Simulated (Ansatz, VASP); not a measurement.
# Two plane-wave programs on Y

```
Y
1.0
     3.29127    0.00000    0.00000
     0.00000    3.29127    0.00000
     0.00000    0.00000    3.29127
Y
1
Direct
  0.00000 0.00000 0.00000
```

The cell was built by a generator and needn't be a form met in nature.

Alike in both runs: task relaxation of cell and atoms; functional LDA; k mesh 10 × 10 × 10; occupations fermi-dirac, width 0.1 eV; no spin polarisation.

|  | VASP | Ansatz |
| --- | --- | --- |
| version | VASP 6.6.1 | Ansatz 0.2.0 |
| potentials or method | VASP PAW LDA potentials, release 64 (Y_sv) | plane waves (420 eV) with PAW, scalar-relativistic |
| plane-wave cutoff (eV) | 600 | 420 |
| valence electrons in the cell | 11 | 11 |

VASP gave:

| Item | Value |
| --- | --- |
| relaxed volume (Å³/atom) | 30.88 |
| relaxed cell length with the largest relative difference (Å) | 3.137 |
| energy change over the relaxation (meV/atom) | -57 |

**Question.** What did Ansatz give for the same quantities?

**Answer.** Relaxed volume (Å³/atom): 30.98; relaxed cell length with the largest relative difference (Å): 3.141; energy change over the relaxation (meV/atom): -55.

Ansatz warned: «pseudo_functional_mismatch».
